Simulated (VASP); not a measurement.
Input of a VASP 6.6.1 run:

The input INCAR:

```
PREC     = Accurate       # precision mode
ENCUT    = 520            # plane-wave cutoff, eV
EDIFF    = 1E-6           # SCF threshold, eV
ISMEAR   = 0              # smearing method
SIGMA    = 0.05           # smearing width, eV
LREAL    = F              # projectors in reciprocal space
LASPH    = T              # aspherical terms in the spheres
NELM     = 100            # most SCF steps
ALGO     = Normal         # electronic algorithm
ISIF     = 2              # what is computed and relaxed
LWAVE    = F              # write WAVECAR
LCHARG   = F              # write CHGCAR
GGA      = PS             # functional
NBANDS   = 24             # bands
```

The input KPOINTS:

```
regular mesh
0
Gamma
  6 6 6
```

File POSCAR:

```
KMgF3
1.0
    3.9859000000      0.0000000000      0.0000000000
    0.0000000000      3.9859000000      0.0000000000
    0.0000000000      0.0000000000      3.9859000000
K Mg F
1 1 3
Direct
    0.5000000000      0.5000000000      0.5000000000
    0.0000000000      0.0000000000      0.0000000000
    0.5000000000      0.0000000000      0.0000000000
    0.0000000000      0.5000000000      0.0000000000
    0.0000000000      0.0000000000      0.5000000000
```

Potentials or basis: VASP PAW PBE potentials, release 64 (K_sv, Mg, F).

Launch:

```sh
$ cat potpaw_PBE.64/K_sv/POTCAR potpaw_PBE.64/Mg/POTCAR potpaw_PBE.64/F/POTCAR > POTCAR
$ mpirun -np 1 vasp_std > vasp.out
```

(1) Predict the band gap on the k mesh.

(2) Estimate the pressure.

Results:

(1) 7.12 eV, indirect (least direct gap 7.45 eV).

(2) -0.1 GPa.

Caveat: the PAW data sets were made with another functional, which shifts forces and pressure a little.
